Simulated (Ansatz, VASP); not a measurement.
# SiC: VASP beside Ansatz

```xyz
2
Lattice="0.2728 2.3186 2.3186 2.3186 0.2728 2.3186 2.3186 2.3186 0.2728" Properties=species:S:1:pos:R:3 pbc="T T T"
Si    0.0000    0.0000    0.0000
C     3.6825    3.6825    3.6825
```

Alike in both runs: task single point; functional PBE; k mesh 12 × 12 × 12; occupations gaussian, width 0.05 eV; no spin polarisation.

|  | VASP | Ansatz |
| --- | --- | --- |
| version | VASP 6.6.1 | Ansatz 0.2.0 |
| potentials or method | VASP PAW PBE potentials, release 64 (Si, C) | scalar-relativistic, plane waves, PAW |
| plane-wave cutoff (eV) | 520 | 420 |
| valence electrons in the cell | 8 | 8 |

|  | VASP | Ansatz | Ansatz less VASP |
| --- | --- | --- | --- |
| gap on the k mesh at the Fermi level (eV) | 0.45 | 0.46 | +0.010 |
| least direct gap on the mesh (eV) | 1.82 | 1.83 | +0.007 |
| pressure (GPa) | 14.0 | 14.1 | +0.04 |
| largest component of the traceless stress (GPa) | 29.81 | 29.66 | -0.151 |
| rms of the force components (eV/Å) | 0.289 | 0.289 | +0.0010 |

Atom by atom the forces differ by 0.001 eV/Å (rms over components).
